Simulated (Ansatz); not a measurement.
## Surface calculation: zincblende BN (110), 3 layers

The slab is cut from the zincblende crystal, which needn't be the stable phase, as relaxed on PAW files (5.74 Å³/atom), with 16 Å of vacuum and a dipole correction:

```xyz
6
Lattice="2.5319 0.0000 0.0000 0.0000 3.5806 0.0000 0.0000 0.0000 18.5319" Properties=species:S:1:pos:R:3 pbc="T T T"
B     0.6330    0.4476    8.0000
N     1.8989    3.1331    8.0000
B     1.8989    2.2379    9.2660
N     0.6330    1.3427    9.2660
B     0.6330    0.4476   10.5319
N     1.8989    3.1331   10.5319
```

Computed with Ansatz 0.2.0; functional LDA, scalar-relativistic. Settings: a Γ-centred 10×7×1 k mesh, Fermi–Dirac smearing of 0.02 eV, no spin polarisation. Methods: LAPW: all electrons, basis error target 1 meV/atom; PAW: frozen-core files, cutoff 420 eV.

The bulk energy comes from a cell in the slab's orientation on a 10×7×10 mesh. The surface energy is (E(slab) − N·E(bulk))/2A at zero smearing, the mean of both faces; thin slabs carry quantum-size effects.

The PAW files were made under PBE. The cell is 1×1, so reconstructions are forbidden.

Problem. As cut, the LAPW slab lies 6.069 eV above 6 atoms of bulk. What surface energy is that?

Solution. Over two faces of 9.07 Å² it is 334.7 meV/Å², and times 16.02 J/m² per eV/Å² that gives γ = 5.363 J/m².

| method | γ as cut (J/m²) | γ relaxed (J/m²) |
| --- | --- | --- |
| LAPW | 5.363 | 3.741 |
| PAW | 5.362 | 3.734 |

Problem. How do the spacings between the planes relax?

Solution. From the bottom face up: d12 -5.7 % of 1.266 Å, d23 -5.7 % of 1.266 Å. The outer plane rumples by 0.191 Å.

Problem. Where do the band edges lie?

Solution. On the k mesh: gap 0.44 eV, valence top 6.53 eV below the vacuum level.

Problem. A field of 0.5 V/Å is applied along the normal, atoms held. What follows?

Solution. LAPW finds an induced dipole of 0.0967 e·Å a cell (PAW 0.0967), that is 3.86 Å for 4πα over the area, against 2.58 Å between the outer atoms.

Problem. A core hole in the 1s shell of B is made on one B atom of each kind in every 1×1 cell (PAW hole dataset, neutral cell, valence without spin). What does it cost by layer?

Solution. layer 1 186.53 eV, layer 2 188.20 eV. Shifts between layers mean more than the absolute values, and a whole layer of holes screens otherwise than one hole.
